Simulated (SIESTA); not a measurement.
**WS2 under changes of volume**

One of the cells (17.744 Å³/atom); the others are scaled copies at fixed shape and fractional positions:

```xyz
3
Lattice="1.5790 0.9116 6.1633 -1.5790 0.9116 6.1633 0.0000 -1.8233 6.1633" Properties=species:S:1:pos:R:3 pbc="T T T"
W     0.0000    0.0000    0.0000
S     0.0000    0.0000   10.7427
S     0.0000    0.0000   13.8730
```

Measurements of this composition are mostly on another form, of space group No. 194.

```yaml
Program: SIESTA 5.4.2
Functional: LDA
Potentials_or_basis: PseudoDojo 0.4 standard (LDA files)
Basis: DZP (energy shift 0.003 Ry; two zetas on semicore shells)
Grid_cutoff: 800 Ry
Energy_shift: 0.003 Ry
k_mesh: 10 × 10 × 10
Occupations: fermi-dirac, width 0.05 eV
Spin: no spin polarisation
```

```csv
volume (Å³/atom),energy over the lowest point (meV/atom),pressure (GPa),gap on the mesh (eV),largest force (eV/Å)
16.679,32.35,11.3,1.00,1.758
17.034,?,?,?,?
17.389,1.91,2.7,1.05,0.855
17.744,0.00,-0.9,1.06,0.614
18.099,5.76,-4.2,1.08,0.585
18.454,18.40,-7.1,1.09,0.821
18.809,37.20,-9.8,1.10,1.114
```

**Question.** What does the run at 17.034 Å³/atom give?

**Answer.** Energy over the lowest point 12.37 meV/atom; pressure 6.8 GPa; gap on the mesh 1.03 eV; largest force 1.289 eV/Å.

Worked out: A Birch-Murnaghan fit of order 3 (a polynomial in V^(-2/3)) to the other rows has its minimum at 17.65 Å³/atom with B0 = V·E''(V) = 177 GPa and B' = 4.4 at fixed shape and positions, which overstates the stiffness. It gives 12.36 meV/atom at 17.034 Å³/atom, against the run's 12.37, and -dE/dV = 6.8 GPa, against 6.8. A parabola through the other rows of the gap, of slope 1.09 eV per unit of ln V there, gives 1.03 eV, against the run's 1.03.

Energies are extrapolated to zero smearing.

Caveats: short orbitals over semicore shells can move pressures by several GPa; spin-orbit coupling is left out, which moves the levels of the heavy elements; the basis of atomic orbitals isn't converged, which shifts pressures, moduli and gaps; forces of over 1 eV/Å show positions far from the minimum, so gaps and moduli don't describe the material at rest (some runs).

A mesh can miss the band edges.
